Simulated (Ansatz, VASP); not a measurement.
## NaCl in VASP and in Ansatz

INCAR

```
  PREC = Accurate
  ENCUT = 520
  EDIFF = 1E-7
  ISMEAR = 0
  SIGMA = 0.05
  LREAL = False
  LASPH = True
  NELM = 60
  ALGO = Normal
  ISIF = 2
  LWAVE = False
  LCHARG = False
  GGA = PE
  NBANDS = 14
```

The input KPOINTS:

```
regular mesh
0
Gamma
  8 8 8
```

Contents of POSCAR:

```
NaCl
1.0
    0.0000000000      2.8317500000      2.8317500000
    2.8317500000      0.0000000000      2.8317500000
    2.8317500000      2.8317500000      0.0000000000
Na Cl
1 1
Direct
    0.0000000000      0.0000000000      0.0000000000
    0.5000000000      0.5000000000      0.5000000000
```

Input for Ansatz:

```yaml
crystal:
  lattice:
    - [0.0, 2.83175, 2.83175]
    - [2.83175, 0.0, 2.83175]
    - [2.83175, 2.83175, 0.0]
  atoms:
    - { symbol: Na, position: [0.0, 0.0, 0.0] }
    - { symbol: Cl, position: [0.5, 0.5, 0.5] }
basis:
  ecutwfc: 420
kpoints:
  mp_grid: { grid: [8, 8, 8] }
hamiltonian:
  xc: pbe
scf:
  occupations: { method: gaussian, width: 0.05 }
output:
  forces: true
  stress: true
  eigenvalues: true
```

Alike in both runs: task single point; functional PBE; k mesh 8 × 8 × 8; occupations gaussian, width 0.05 eV; no spin polarisation.

|  | VASP | Ansatz |
| --- | --- | --- |
| version | VASP 6.6.1 | Ansatz 0.2.0 |
| potentials or method | VASP PAW PBE potentials, release 64 (Na_pv, Cl) | scalar-relativistic, plane waves, PAW |
| plane-wave cutoff (eV) | 520 | 420 |
| valence electrons in the cell | 14 | 16 |

```csv
,VASP,Ansatz,Ansatz less VASP
gap on the k mesh at the Fermi level (eV),5.06,5.06,0.000
least direct gap on the mesh (eV),5.06,5.06,0.000
pressure (GPa),0.4,0.4,+0.03
```

The two sets of potentials don't hold the same shells in valence.

A hybrid or GW would open this gap; PBE tends to underestimate it. A k mesh can miss the band edges.
